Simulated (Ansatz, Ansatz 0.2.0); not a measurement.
# Debye temperature of Au2Bi: LDA comes out too high, with shear constants not converged in k-point sampling

## The question

The reference is a Debye temperature of 153 K for Au2Bi, obtained from the $T^3$ term of the low-temperature heat capacity of a flux-grown single crystal ("Temperature - Pressure phase diagram of the cubic Laves phase Au$_2$Pb", 2015, arXiv:1512.02200). The title of the source names the related lead compound; the value used here is that for the bismuth compound. In the low-temperature limit the lattice heat capacity is governed by long-wavelength acoustic waves, so this quantity can be compared directly with a Debye temperature computed from sound speeds. It still depends on how well the fit separates the lattice term from the electronic one. Elastic constants and cell volume are not compared with experiment here.

| compared with | measured | source's wording or label | method |
| --- | --- | --- | --- |
| Debye temperature (K) | 153 | from T^3 term of heat capacity | low-temperature heat capacity |

## How to go about it

The aim is to reproduce the Debye temperature within 5 %, or about 8 K. Because it varies roughly as the square root of the shear stiffness, this allows an error of about 10 % in the shear modulus, which is a reasonable demand on a density functional for a heavy-element metal.

The model is the perfect cubic crystal with six atoms in the primitive cell, relaxed from a database entry of 1935 that serves only as a start. Elastic constants come from finite strains with relaxed ions; the internal relaxation matters because the two bismuth sites of the primitive cell can shift against each other under shear, while the gold atoms sit on inversion centres and stay in place. The calculation is static and without spin-orbit coupling. Thermal softening hardly enters a low-temperature measurement, and zero-point expansion should be small for such heavy atoms.

LDA is taken as the main level. It usually describes the bond lengths of late 5d metals well, with some tendency to overstiffen. The result is to be tested for Brillouin-zone sampling, smearing and strain amplitude, and then set beside a neighbouring functional.

Plain PBE is not among the levels examined in this study.

System: Au2Bi, cubic Laves phase; Fd-3m (No. 227), 6 atoms in the primitive cell; the database structure is an entry taken as a start alone: a = 7.942 Å; an entry of 1935.

## 1. LDA with a dense k mesh

Small shear strains of a metal change the occupation of states near the Fermi level, and a coarse mesh can put a spurious contribution into just the constants that control the Debye temperature. Coarse meshes are therefore skipped, and the work starts with LDA on a 14×14×14 mesh. BLYP is left aside as well, since it tends to underbind heavy metals and would give too soft a lattice. A Debye temperature near the measured one, perhaps a few per cent above it, is expected.

**Run 1.** Ansatz 0.2.0: LDA, cell and atoms relaxed from the database structure, PAW set soft_2, cutoff 420 eV (default), 14x14x14 k mesh, Methfessel-Paxton smearing 0.25 eV; elastic constants by two-point finite strains with relaxed ions, amplitude 0.01.

Key lines of the input:
```
crystal:
  # lattice and atoms
kpoints:
  mp_grid: { grid: [14, 14, 14] }
hamiltonian:
  xc: lda
scf:
  occupations: { method: methfessel_paxton, width: 0.25 }
output:
  stress: true
elastic:
  mode: relaxed_ion
  stencil: two_point
  amplitude: 0.01
```

Command:
```
ansatz run input.yaml --threads 4 --pin off --max-ram 16384MiB --backend cpu --events-out ev --progress --plain --runs-dir out
```

Selected lines of the output:
```
  C = ∂σ_k/∂η_j (tension-positive GPa; Voigt order 11 22 33 23 13 12):
       169.757    116.553    116.553     -0.000      0.000      0.000
         0.000     -0.000     -0.000     37.844     -0.000     -0.000
         0.000     -0.000     -0.000      0.000     37.844      0.000
        -0.000     -0.000      0.000     -0.000     -0.000     37.844
  moduli (Voigt/Reuss/Hill, GPa): K = 134.29/134.29/134.29   G = 33.35/32.37/32.86   E = 91.15   ν = 0.387
```

Converged; 4.7 min on 4 cores of Intel Xeon Platinum 8488C (Sapphire Rapids), shared host (all steps together).

| quantity | run 1 | measured | deviation |
| --- | --- | --- | --- |
| Debye temperature (K) | 174.2 | 153 | +21.2 (+13.8 %) |
| conventional cell volume (Å³) | 488.76 |  |  |
| pressure (GPa) | 0.000439 |  |  |
| B (Reuss) (GPa) | 134.3 |  |  |
| G (Hill) (GPa) | 32.9 |  |  |
| C11 (GPa) | 169.8 |  |  |
| C12 (GPa) | 116.6 |  |  |

LDA gives 174.2 K, 13.8 % above the measured value and well outside the target. The expected excess of a few per cent was too small an estimate. Since the Debye temperature follows roughly the square root of the shear stiffness, closing the gap through the shear constants alone would need them to be lower by somewhat more than a fifth.

The bulk modulus is probably the safer part of this result. The shear response rests on $C_{44}$ and on the difference $C_{11}-C_{12}$, which is only 53.2 GPa between two much larger constants. A single mesh, even a dense one, does not show that these are converged, so the miss cannot yet be assigned to the functional.

## 2. Smearing and strain amplitude at LDA

Two LDA runs on a 12×12×12 mesh test the numerical side. One narrows the smearing to 0.1 eV, which resolves the Fermi surface more sharply and is the more demanding test of sampling. The other keeps the broader smearing and halves the strain amplitude, to expose any nonlinear part of the stress. Each also differs from the first run in mesh, so agreement would support all these settings together, while a disagreement would still have to be traced. Changes of a few per cent in the shear constants are expected, too small to remove the excess.

**Run 2.** Ansatz 0.2.0: LDA, cell and atoms relaxed from the database structure, PAW set soft_2, cutoff 420 eV (default), 12x12x12 k mesh, Methfessel-Paxton smearing 0.1 eV; elastic constants by two-point finite strains with relaxed ions, amplitude 0.01.

Key lines of the input:
```
crystal:
  # lattice and atoms
kpoints:
  mp_grid: { grid: [12, 12, 12] }
hamiltonian:
  xc: lda
scf:
  occupations: { method: methfessel_paxton, width: 0.1 }
output:
  stress: true
elastic:
  mode: relaxed_ion
  stencil: two_point
  amplitude: 0.01
```

Selected lines of the output:
```
  C = ∂σ_k/∂η_j (tension-positive GPa; Voigt order 11 22 33 23 13 12):
        -0.000      0.000      0.000     34.771      0.000     -0.000
         0.000     -0.000     -0.000     -0.000     34.771      0.000
         0.000     -0.000      0.000      0.000      0.000     34.771
  moduli (Voigt/Reuss/Hill, GPa): K = 134.36/134.36/134.36   G = 30.75/29.90/30.33   E = 84.61   ν = 0.395
```

Converged; took 2.8 min (all steps together).

**Run 3.** Ansatz 0.2.0: LDA, cell and atoms relaxed from the database structure, PAW set soft_2, cutoff 420 eV (default), 12x12x12 k mesh, Methfessel-Paxton smearing 0.25 eV; strain amplitude 0.005; elastic constants by two-point finite strains with relaxed ions.

Key lines of the input, as changed from run 1:
```diff
  kpoints:
-   mp_grid: { grid: [14, 14, 14] }
+   mp_grid: { grid: [12, 12, 12] }
  elastic:
-   amplitude: 0.01
+   amplitude: 0.005
```

Selected lines of the output:
```
  C = ∂σ_k/∂η_j (tension-positive GPa; Voigt order 11 22 33 23 13 12):
         0.000     -0.000     -0.000     33.141     -0.000     -0.000
        -0.000      0.000      0.000      0.000     33.141     -0.000
        -0.000      0.000     -0.000      0.000      0.000     33.141
  moduli (Voigt/Reuss/Hill, GPa): K = 134.19/134.19/134.19   G = 29.36/28.58/28.97   E = 81.07   ν = 0.399
```

Converged; took 2.8 min (all steps together).

| quantity | run 2 | run 3 | measured |
| --- | --- | --- | --- |
| Debye temperature (K) | 167.5 | 163.9 | 153 |
| conventional cell volume (Å³) | 488.83 | 488.82 |  |
| pressure (GPa) | 0.000218 | 0.000196 |  |
| B (Reuss) (GPa) | 134.4 | 134.2 |  |
| G (Hill) (GPa) | 30.3 | 29.0 |  |
| C11 (GPa) | 167.3 | 165.8 |  |
| C12 (GPa) | 117.9 | 118.4 |  |

The bulk modulus stays within 0.2 GPa across the three LDA runs, but the shear response does not. $C_{44}$ falls from 37.8 GPa in the first run to 34.8 and 33.1 GPa, and $C_{11}-C_{12}$ falls as well. These changes are larger than the few per cent anticipated, and they move the Debye temperature from 174.2 K to 167.5 and 163.9 K.

All three values lie above the 5 % window, the lowest by about 3 K. The size of the excess is therefore unsettled, and with a spread of 10 K among the settings even the miss is not yet secure. The cause is not isolated either: the two new runs differ from each other in both smearing and strain amplitude, and from the first also in mesh. Incomplete sampling of the Fermi surface is the likely suspect, because it would disturb the shear constants while leaving the bulk modulus nearly untouched.

## 3. Isolating the mesh, and PBEsol for scale

An LDA run on a 10×10×10 mesh, with the smearing and strain amplitude of the first run, changes the mesh alone. It is looser than what has been done and cannot replace the 14×14×14 result, but it shows whether sampling by itself can produce shifts of the size seen.

PBEsol on a 12×12×12 mesh is the neighbouring level. It differs from the LDA run with the halved strain in functional and amplitude only. A slightly larger cell and a somewhat softer lattice are expected, with a Debye temperature a few kelvin below LDA.

**Run 4.** Ansatz 0.2.0: LDA, cell and atoms relaxed from the database structure, PAW set soft_2, cutoff 420 eV (default), 10x10x10 k mesh, Methfessel-Paxton smearing 0.25 eV; elastic constants by two-point finite strains with relaxed ions, amplitude 0.01.

Key lines of the input, as changed from run 1:
```diff
  kpoints:
-   mp_grid: { grid: [14, 14, 14] }
+   mp_grid: { grid: [10, 10, 10] }
```

Command:
```
ansatz run input.yaml --threads 8 --pin off --max-ram 16384MiB --backend cpu --events-out ev --progress --plain --runs-dir out
```

Selected lines of the output:
```
  C = ∂σ_k/∂η_j (tension-positive GPa; Voigt order 11 22 33 23 13 12):
       165.029    118.877    118.877      0.000      0.000      0.000
        -0.000     -0.000      0.000     34.489     -0.000      0.000
        -0.000     -0.000     -0.000     -0.000     34.489      0.000
        -0.000     -0.000      0.000     -0.000     -0.000     34.489
  moduli (Voigt/Reuss/Hill, GPa): K = 134.26/134.26/134.26   G = 29.92/28.79/29.36   E = 82.09   ν = 0.398
```

Converged; 81 s on 8 cores of Arm Neoverse V2, shared host (all steps together).

**Run 5.** Ansatz 0.2.0: PBEsol, cell and atoms relaxed from the database structure, PAW set soft_2, cutoff 420 eV (default), 12x12x12 k mesh, Methfessel-Paxton smearing 0.25 eV; elastic constants by two-point finite strains with relaxed ions, amplitude 0.01.

Key lines of the input, as changed from run 1:
```diff
  kpoints:
-   mp_grid: { grid: [14, 14, 14] }
+   mp_grid: { grid: [12, 12, 12] }
  hamiltonian:
-   xc: lda
+   xc: pbesol
```

Selected lines of the output:
```
  C = ∂σ_k/∂η_j (tension-positive GPa; Voigt order 11 22 33 23 13 12):
       153.687    107.352    107.352     -0.000      0.000      0.000
  moduli (Voigt/Reuss/Hill, GPa): K = 122.80/122.80/122.80   G = 28.36/27.68/28.02   E = 78.12   ν = 0.394
```

Converged; 2.9 min on 4 cores of Intel Xeon Platinum 8488C (Sapphire Rapids), shared host (all steps together).

| quantity | run 4 | run 5 | measured |
| --- | --- | --- | --- |
| Debye temperature (K) | 164.8 | 161.7 | 153 |
| conventional cell volume (Å³) | 488.83 | 501.40 |  |
| pressure (GPa) | 0.000589 | −0.000626 |  |
| B (Reuss) (GPa) | 134.3 | 122.8 |  |
| G (Hill) (GPa) | 29.4 | 28.0 |  |
| C11 (GPa) | 165.0 | 153.7 |  |
| C12 (GPa) | 118.9 | 107.4 |  |

Changing only the mesh, from 10×10×10 to 14×14×14, raises the LDA Debye temperature from 164.8 to 174.2 K. Over the same step $C_{11}-C_{12}$ grows from 46.2 to 53.2 GPa and $C_{44}$ from 34.5 to 37.8 GPa, while the bulk modulus stays at 134.3 GPa. Sampling alone can therefore produce shifts of about the size seen before, and the densest mesh is not shown to be converged. Any separate effects of smearing and strain amplitude cannot be extracted from this scatter.

PBEsol softens the bulk modulus to 122.8 GPa and gives 161.7 K, roughly 6 % too high. That is only about 1 K outside the target, far less than the shift caused by the mesh in LDA, so it is neither a secure miss nor grounds for ranking PBEsol above LDA.

## 4. r2SCAN on the matching mesh

Another LDA run on a mesh no denser than 14×14×14 would not settle the converged value. The last step here instead tries a functional of a different kind: r2SCAN on the 10×10×10 mesh, with the smearing and strain amplitude of the LDA run just made. It tests whether the excess persists beyond LDA and PBEsol, though with the same reservation about sampling. A Debye temperature within several kelvin of the LDA value on that mesh is expected, still above experiment.

**Run 6.** Ansatz 0.2.0: r2SCAN, cell and atoms relaxed from the database structure, PAW set soft_2, cutoff 500 eV (default), 10x10x10 k mesh, Methfessel-Paxton smearing 0.25 eV; elastic constants by two-point finite strains with relaxed ions, amplitude 0.01.

Key lines of the input, as changed from run 4:
```diff
  hamiltonian:
-   xc: lda
+   xc: r2scan
```

Selected lines of the output:
```
Basis set: ecut = 500 eV, 3291 PW (Γ) [...]
  C = ∂σ_k/∂η_j (tension-positive GPa; Voigt order 11 22 33 23 13 12):
       136.348     97.908     97.908      0.000     -0.000     -0.000
         0.000     -0.000     -0.000     25.917     -0.000     -0.000
        -0.000      0.000      0.000      0.000     25.917      0.000
        -0.000      0.000      0.000      0.000     -0.000     25.917
  moduli (Voigt/Reuss/Hill, GPa): K = 110.72/110.72/110.72   G = 23.24/22.75/22.99   E = 64.51   ν = 0.403
```

Converged; 1.9 min on 4 cores of AMD EPYC 9R45 96, shared host (all steps together).

| quantity | run 6 | measured | deviation |
| --- | --- | --- | --- |
| Debye temperature (K) | 147.5 | 153 | −5.5 (−3.6 %) |
| conventional cell volume (Å³) | 516.99 |  |  |
| pressure (GPa) | 0.002884 |  |  |
| B (Reuss) (GPa) | 110.7 |  |  |
| G (Hill) (GPa) | 23.0 |  |  |
| C11 (GPa) | 136.3 |  |  |
| C12 (GPa) | 97.9 |  |  |

r2SCAN gives 147.5 K, 3.6 % below the measured value and inside the 5 % target. The excess expected from LDA and PBEsol does not persist: the result is about 17 K below LDA on the same mesh, not within several kelvin of it. The lattice is softer throughout, with $C_{44}$ at 25.9 GPa against 34.5 GPa, a bulk modulus of 110.7 GPa against 134.3 GPa, and a cell volume nearly 6 % larger.

The agreement is nominal, since the value lies only about 2 K above the lower edge of the target window and its sampling was not tested with r2SCAN. In LDA the step from this mesh to the densest one moved the Debye temperature by about 9 K. That shift cannot be carried over to r2SCAN as a correction, but it shows that a mesh of this density can leave an error larger than the margin. The difference between the two functionals on the common mesh is larger than that LDA shift, so a real softening by r2SCAN is likely, though its exact size remains open.

## The runs side by side

| run | settings | Debye temperature (K) | deviation | cost |
| --- | --- | --- | --- | --- |
| 1 | LDA, 14x14x14 mesh | 174.2 | +21.2 (+13.8 %) | 19 core-min |
| 2 | LDA, 12x12x12 mesh, Methfessel-Paxton smearing 0.1 eV | 167.5 | +14.5 (+9.5 %) | 11 core-min |
| 3 | LDA, 12x12x12 mesh, strain amplitude 0.005 | 163.9 | +10.9 (+7.1 %) | 11 core-min |
| 4 | LDA, 10x10x10 mesh | 164.8 | +11.8 (+7.7 %) | 11 core-min |
| 5 | PBEsol, 12x12x12 mesh | 161.7 | +8.7 (+5.7 %) | 12 core-min |
| 6 | r2SCAN, cutoff 500 eV, 10x10x10 mesh | 147.5 | −5.5 (−3.6 %) | 7.7 core-min |
|  | measured | 153 |  |  |

## What the runs support

LDA, the level to which the study committed, misses the 5 % target. On its densest mesh, 14×14×14, it gives a Debye temperature of 174.2 K against the measured 153 K, 13.8 % too high, at a cost of 19 core-minutes. The other LDA runs also lie above the target window, but until the sampling is converged neither the size of the excess nor the miss itself is secure.

The mesh comparison mattered most. Refining the LDA mesh from 10×10×10 to 14×14×14 raised the Debye temperature by about 9 K while the bulk modulus hardly moved. The earlier test of smearing and strain amplitude was poorly designed: it changed several settings at once and could not separate their effects.

PBEsol comes out 5.7 % too high, too close to the limit for a firm call with untested sampling. r2SCAN lies 3.6 % too low, nominally within the target, but on a 10×10×10 mesh not tested for that functional. Its agreement has to be regarded as chance until the shear constants are converged, and the functionals are not ranked here.

An overstiff LDA lattice would account for an excess of the observed sign, and the softer r2SCAN result makes a sizeable functional contribution plausible. The sampling error could have either sign and may amount to several per cent. Spin-orbit coupling, relevant for gold and bismuth, was left out, and its effect was not examined here. Zero-point expansion should lower the calculated value only slightly. On the experimental side, the separation of the lattice term in the heat-capacity fit adds an uncertainty that one value cannot quantify. The next step would be to converge the shear constants on denser meshes.

[Logs are printed without paths, hosts, clocks, repeated set-up lines and the standing remarks that a program may print on its own settings, such as how far it seeks lower states.]

[The runs shown are a pick from a larger set of finished runs; failed, doubtful and other runs were left out of it ahead of writing. So were measured values far from every level or from commonly accepted values, and agreement can look better than it is. Lines of input and output are excerpts and may be shortened.]

[Plain PBE was run on this system too; it isn't shown.]
